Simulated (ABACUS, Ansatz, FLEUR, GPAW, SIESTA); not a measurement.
# As: programs and potentials compared

```
As
1.0
     1.82500   -5.50000    0.00000
     1.82500    5.50000    0.00000
     0.00000    0.00000    4.47000
As
4
Direct
  0.37537 0.60335 0.55866
  0.88654 0.10528 0.93966
  0.61829 0.39250 0.43957
  0.11427 0.89248 0.05694
```

This isn't the form of As at room conditions, which is rhombohedral.

Atoms were shifted at random by some hundredths of an Å from the given cell, which wasn't relaxed again for these runs.

Alike in all runs: task single point; functional PBEsol; k mesh 8 × 8 × 6; occupations fermi-dirac, width 0.05 eV; no spin polarisation; no spin-orbit coupling. Pressure is positive in compression and, in plane waves, holds the error of the finite cutoff, which Ansatz's Pulay term estimates and takes out.

```csv
program and potentials,plane-wave cutoff (eV),notes,band gap (eV),pressure (GPa),largest force (eV/Å),energy over the undisturbed cell (meV/atom)
"Ansatz, Ansatz PAW",420,"potentials made for PBE, which Ansatz adapts in part; 15 valence electrons an atom on average; Pulay term of +0.02 GPa included",no gap,-1.23,0.446,4.85
"GPAW, PAW data sets generated for this functional",600,5 valence electrons an atom on average,no gap,-1.01,0.413,-
"FLEUR, all-electron, FLAPW",-,-,no gap,-,0.446,4.82
"Ansatz, all-electron LAPW, scalar-relativistic",-,-,?,?,?,-
"SIESTA, files PseudoDojo sr-pbesol-0.4.1-standard, DZP (energy shift 0.003 Ry; two zetas on semicore shells)",-,atomic basis; 15 valence electrons an atom on average,no gap,1.20,0.514,-3.31
"ABACUS, PseudoDojo NC SR 0.4.1 PBEsol standard, plane waves",1143,15 valence electrons an atom on average,no gap,-1.14,0.426,4.46
```

Estimate from the other rows what the run with Ansatz, all-electron LAPW, scalar-relativistic gave.

No band gap; pressure -1.22 GPa; largest force 0.448 eV/Å. The other rows, which needn't bracket it: pressure -1.23 to 1.20; largest force 0.413 to 0.514; energy over the undisturbed cell -3.31 to 4.85.
